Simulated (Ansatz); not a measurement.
**Bands of AgCl**

```
CELL_PARAMETERS angstrom
3.43397 0.00000 0.00000
0.00000 3.43397 0.00000
0.00000 0.00000 3.43397
ATOMIC_POSITIONS crystal
Ag 0.00000 0.00000 0.00000
Cl 0.50000 0.50000 0.50000
```

Atoms are numbered in the order listed.

Structure from Materials Project entry mp-726265 (possibly hypothetical), not relaxed further.

All numbers below come from DFT, PBE, all-electron LAPW, scalar-relativistic (Ansatz 0.2.0).

Numerical set-up: a Γ-centred 9×9×9 k mesh, Fermi–Dirac smearing of 0.01 eV, basis error target 1 meV/atom, no spin polarisation.

Points in fractions of the reciprocal vectors of this cell: Γ (0, 0, 0), X (0, 0.5, 0), M (0.5, 0.5, 0), R (0.5, 0.5, 0.5). The path joins them by straight lines in the order Γ–X–M–Γ–R–X–R–M; legs that retrace an earlier one aren't tabulated. Energies are in eV from the top of the valence band.

Question: Is there a gap, and where are the band edges?

Answer: 0.58 eV, indirect from X (0, 0.5, 0) to Γ.

Question: List the levels between -20 and 4.5 eV at the symmetry points.

Answer: 
Γ: -14.57, -2.72 (×2), -1.78 (×3), -1.50 (×3), 0.58
X: -14.10, -5.00, -2.85 (×2), -2.57, -1.73, -1.42, 0.00 (×2)
M: -13.81, -3.56 (×2), -2.48, -2.09, -2.06 (×2), -1.48, -0.88, 2.80
R: -13.44, -4.30 (×3), -1.46 (×2), -0.17 (×3)

Kohn–Sham gaps of semilocal functionals usually fall short of measured ones.
